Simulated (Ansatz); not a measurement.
Zinc-blende AlSb was calculated with r²SCAN+rVV10 (plane waves, PAW; Ansatz, a first-principles code).

Numerical settings: plane-wave cutoff 560 eV, 10×10×10 k mesh, Fermi–Dirac smearing 0.01 eV, scalar-relativistic PAW data made under PBE.

The cell is scaled about its equilibrium volume:

| V (Å³/atom) | P (GPa) | direct gap at Γ (eV) | smallest gap on the k mesh (eV) |
|---|---|---|---|
| 27.435 | 4.06 | 2.634 | 1.348 |
| 28.018 | 2.56 | 2.449 | 1.386 |
| 28.602 | 1.21 | 2.271 | 1.422 |
| 29.186 | 0.00 | 2.098 | 1.455 |
| 29.769 | -1.09 | 1.932 | 1.487 |
| 30.353 | -2.06 | 1.771 | 1.506 |
| 30.937 | -2.94 | 1.615 | 1.514 |

The fundamental gap (1.44 eV at the equilibrium volume, with added k points) lies elsewhere than Γ–Γ.

Measured, for comparison: band gap 1.73 eV (zero-point renormalisation of 35 meV (experimental, the table's column) added back, indirect; as tabulated in Miglio et al. (2020), arXiv:2011.12765).

Spin–orbit coupling is not included; with these elements it can move the gap by several tenths of an eV or more.
